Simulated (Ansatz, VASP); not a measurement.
W: VASP beside Ansatz

File POSCAR:

```
W
1.0
   -1.5848038465      1.5848038465      1.5848038465
    1.5848038465     -1.5848038465      1.5848038465
    1.5848038465      1.5848038465     -1.5848038465
W
1
Direct
    0.0000000000      0.0000000000      0.0000000000
```

INCAR.step1

```
SYSTEM = W
ALGO = Normal ; EDIFF = 1E-4
ENCUT = 520 ; GGA = PE
ISMEAR = -1 ; LASPH = .TRUE.
LCHARG = .FALSE. ; LREAL = .FALSE.
LWAVE = .TRUE. ; NBANDS = 13
NELM = 100 ; PREC = Accurate
SIGMA = 0.1
```

Contents of INCAR.step2:

```
SYSTEM = W
ALGO = Normal ; EDIFF = 1E-6
ENCUT = 520 ; ISIF = 2
ISMEAR = -1 ; ISTART = 1
LASPH = .TRUE. ; LCHARG = .FALSE.
LMIXTAU = .TRUE. ; LREAL = .FALSE.
LWAVE = .FALSE. ; METAGGA = R2SCAN
NBANDS = 13 ; NELM = 100
PREC = Accurate ; SIGMA = 0.1
```

Contents of KPOINTS:

```
k-points
0
G
  9 9 9
  0 0 0
```

Input for Ansatz:

```yaml
crystal:
  lattice:
    - [-1.5848038465, 1.5848038465, 1.5848038465]
    - [1.5848038465, -1.5848038465, 1.5848038465]
    - [1.5848038465, 1.5848038465, -1.5848038465]
  atoms:
    - { symbol: W, position: [0.0, 0.0, 0.0] }
hamiltonian:
  xc: r2scan
  pseudopotentials:
    kind: paw
    azcp:
      W: "pseudopotentials/W.paw.azcp"
basis:
  ecutwfc: 500
  fft_grid_basis: typed
kpoints:
  mp_grid: { grid: [9, 9, 9], shift: [0, 0, 0] }
magnetization:
  spin_polarized: false
scf:
  occupations: { method: fermi_dirac, width: 0.1 }
  lower_state_search: "off"
output:
  stress: true
```

Alike in both runs: task single point; functional r2SCAN; k mesh 9 × 9 × 9; occupations fermi-dirac, width 0.1 eV; no spin polarisation.

|  | VASP | Ansatz |
| --- | --- | --- |
| version | VASP 6.6.1 | Ansatz 0.2.0 |
| potentials or method | VASP PAW PBE potentials, release 64 (W_sv) | plane waves (500 eV) with PAW, scalar-relativistic |
| plane-wave cutoff (eV) | 520 | 500 |
| valence electrons in the cell | 14 | 14 |

VASP gave:

- pressure (GPa): 0.8

Task: Estimate Ansatz's values.

Result: Pressure (GPa): -0.4.

Caveats: the PAW data sets were made with another functional, which shifts forces and pressure a little (VASP). The runs have no spin-orbit coupling, so splittings on W are missing.
